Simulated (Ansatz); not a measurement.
Re:

```
Re
1.0
     2.76080    0.00000    0.00000
    -1.38040    2.39092    0.00000
     0.00000    0.00000    4.45820
Re
2
Direct
  0.66667 0.33333 0.75000
  0.33333 0.66667 0.25000
```

- Program: Ansatz 0.2.0
- Task: relaxation of cell and atoms
- Functional: RPBE
- Dispersion: D3(BJ)
- Potentials or basis: all-electron LAPW, scalar-relativistic
- Basis error allowed: 0.001 eV/atom
- k mesh: 11 × 11 × 6
- Occupations: fermi-dirac, width 0.05 eV
- Spin: no spin polarisation

At the start: volume 14.71 Å³/atom.

Problem. How do energy, volume and symmetry change on relaxing?

Solution. Over 6 steps the energy falls by 154.8 meV/atom and the volume is 13.43 Å³/atom (-8.7 %); space group P6_3/mmc (No. 194, to 0.05 Å).

The path:
| step | energy change (eV) | largest force (eV/Å) | volume (Å³) |
| --- | --- | --- | --- |
| 1 | 0.0000 | 0.0000 | 29.43 |
| 2 | -0.1806 | 0.0000 | 25.40 |
| 3 | -0.3070 | 0.0000 | 27.08 |
| 4 | -0.3095 | 0.0000 | 26.86 |
| 5 | -0.3095 | 0.0000 | 26.86 |
| 6 | -0.3095 | 0.0000 | 26.86 |

Final structure:
```
CELL_PARAMETERS angstrom
2.67640 0.00000 0.00000
-1.33820 2.31783 0.00000
0.00000 0.00000 4.32987
ATOMIC_POSITIONS crystal
Re 0.66667 0.33333 0.75000
Re 0.33333 0.66667 0.25000
```
